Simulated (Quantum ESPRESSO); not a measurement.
AgCl (Chlorargyrite):

```xyz
2
Lattice="0.0000 2.7350 2.7350 2.7350 0.0000 2.7350 2.7350 2.7350 0.0000" Properties=species:S:1:pos:R:3 pbc="T T T"
Ag    0.0000    0.0000    0.0000
Cl    2.7350    2.7350    2.7350
```

Base run:

- Program: Quantum ESPRESSO 7.5
- Functional: PBE
- Potentials or basis: PseudoDojo 0.4.1 SR PBE standard
- Cutoff: 1116 eV
- Density cutoff: 4463 eV
- k mesh: 6 × 6 × 6, shifted
- Occupations: fermi-dirac, width 0.05 eV
- Spin: no spin polarisation

Its results: pressure 3.8 GPa.

Question: After a change of settings the same cell gave: pressure 4.3 GPa. Which change was it?
A. functional from PBE to PBEsol; potentials or basis from PseudoDojo 0.4.1 SR PBE standard to PseudoDojo 0.4.1 SR PBEsol standard
B. functional from PBE to AM05
C. potentials or basis from PseudoDojo 0.4.1 SR PBE standard to SG15 PBE 1.2; cutoff from 1116 eV to 952 eV; density cutoff from 4463 eV to 3810 eV; k mesh from 6 × 6 × 6, shifted to 4 × 4 × 4
D. functional from PBE to BLYP

Answer: C.

Caveats: some runs use coarse meshes; the cell is more than 3 GPa from zero pressure, which shifts response properties (some runs); this potential file gives levels or pressures that part from those of other sets (some runs).
